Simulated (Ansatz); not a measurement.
Mo: do energies and stresses tell the same story?

The calculation used Ansatz 0.2.0, DFT PBEsol, scalar-relativistic, plane waves, PAW.

Settings: cutoff 420 eV, Γ-centred mesh 18×18×18 on the computed 1-atom cell, Gaussian smearing of 0.10 eV; no spin polarisation.

Relaxed cell: Im-3m, a = 3.129 Å, b = 3.129 Å, c = 3.129 Å, α = 90.00°, β = 90.00°, γ = 90.00°, 1 atom in the primitive cell.

Energies at zero smearing and pressures from the stress tensor, at volumes with shape and atoms relaxed:
```csv
V (Å³/atom),E − E(first) (meV/atom),P (GPa)
13.483,0.00,47.14
13.943,-113.96,32.50
14.402,-188.69,19.91
14.862,-229.88,9.16
15.322,-242.56,0.01
15.781,-230.93,-7.79
16.241,-198.64,-14.43
16.854,-128.71,-21.79
```

Q: Check P = −dE/dV between neighbouring volumes, and get the bulk modulus from the pressures alone.

A: With 1 eV/Å³ = 160.2 GPa:
```csv
middle V (Å³/atom),−ΔE/ΔV (GPa),mean P (GPa)
13.713,39.722,39.821
14.173,26.050,26.203
14.632,14.356,14.534
15.092,4.418,4.586
15.552,-4.051,-3.890
16.011,-11.256,-11.112
16.547,-18.281,-18.113
```

The two differ by 0.18 GPa at most. The mean of two end pressures misses the average over a step by about ΔV² P″/12, up to 0.19 GPa here; with that taken off 0.09 GPa remains. The stress is the derivative of the free energy, not of the energy at zero smearing, and with free energies 0.01 GPa remains. Around V = 15.322 Å³/atom, the two neighbours give B = −V ΔP/ΔV = 15.322 × 16.95 / 0.919 = 282.5 GPa, against B0 = 281.4 GPa from the Birch–Murnaghan fit of the energies.